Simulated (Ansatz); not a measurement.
BeO:
```yaml
crystal:
  lattice:
    - [2.71175, 0.00000, 0.00000]
    - [-1.35588, 2.34845, 0.00000]
    - [0.00000, 0.00000, 4.40444]
  atoms:
    - { symbol: Be, position: [0.66667, 0.33333, 0.00011] }
    - { symbol: Be, position: [0.33333, 0.66667, 0.50011] }
    - { symbol: O, position: [0.66667, 0.33333, 0.37789] }
    - { symbol: O, position: [0.33333, 0.66667, 0.87789] }
```

x, y and z are the axes in which the lattice vectors are written.

### Question
Give the proper piezoelectric stress tensor with relaxed ions from PBE in the plane-wave PAW code Ansatz.

### Answer
In C/m², rows x, y, z, Voigt columns; mesh uncertainty up to 0.00.
```
 0.00   0.00   0.00   0.00  -0.01   0.00
 0.00   0.00   0.00  -0.01   0.00   0.00
-0.13  -0.13   0.19   0.00   0.00   0.00
```

The elastic tensor of the same run (GPa):

|  | 1 | 2 | 3 | 4 | 5 | 6 |
|---|---|---|---|---|---|---|
| 1 | 428 | 117 | 83.0 | 0.0 | 0.0 | 0.0 |
| 2 | 117 | 428 | 83.0 | 0.0 | 0.0 | 0.0 |
| 3 | 83.0 | 83.0 | 462 | 0.0 | 0.0 | 0.0 |
| 4 | 0.0 | 0.0 | 0.0 | 137 | 0.0 | 0.0 |
| 5 | 0.0 | 0.0 | 0.0 | 0.0 | 137 | 0.0 |
| 6 | 0.0 | 0.0 | 0.0 | 0.0 | 0.0 | 155 |

### Question
Convert to strain constants d = e·S.

### Answer
In pC/N:
```
 0.0   0.0   0.0   0.0  -0.1   0.0
 0.0   0.0   0.0  -0.1   0.0   0.0
-0.3  -0.3   0.5   0.0   0.0   0.0
```

Space group P6_3mc (wurtzite). Symmetry was held in the PBE relaxation; phonons on a q-mesh show no instability.

Potentials: the later of the program's two PAW sets.
